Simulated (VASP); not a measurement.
A run of VASP 6.6.1:

Contents of INCAR:

```
SYSTEM = Si
  PREC = Accurate
  ENCUT = 600
  EDIFF = 1E-7
  ISMEAR = -1
  SIGMA = 0.05
  LREAL = .False.
  LASPH = .True.
  NELM = 100
  ALGO = Normal
  ISIF = 3
  LWAVE = .False.
  LCHARG = .False.
  GGA = BF
  LUSE_VDW = .True.
  ZAB_VDW = -1.8867
  IBRION = 2
  NSW = 40
  EDIFFG = -0.01
```

File KPOINTS:

```
Automatic mesh
0
Gamma
  8 8 10
  0 0 0
```

File POSCAR:

```
Si
1.0
    4.1209500000      0.0000000000      0.0000000000
   -2.0604700000      3.5688500000      0.0000000000
    0.0000000000      0.0000000000      2.6547900000
Si
2
Direct
    0.3333300000      0.6666700000      0.5000000000
    0.6666700000      0.3333300000      0.5000000000
```

Potentials or basis: VASP PAW PBE potentials, release 64 (Si).

Launch:

```console
$ cat potpaw_PBE.64/Si/POTCAR > POTCAR
$ mpirun -np 1 vasp_std > vasp.out
```

Hardware: 1 thread of AMD EPYC 7571, on a shared host.

Question: How long does it take, and how much memory?

Answer: Run time: 4.8 min on 1 thread of AMD EPYC 7571, with other jobs on the host, peak memory 0.37 GiB. Counts: scf iterations 27, k points 126, ion steps 3.
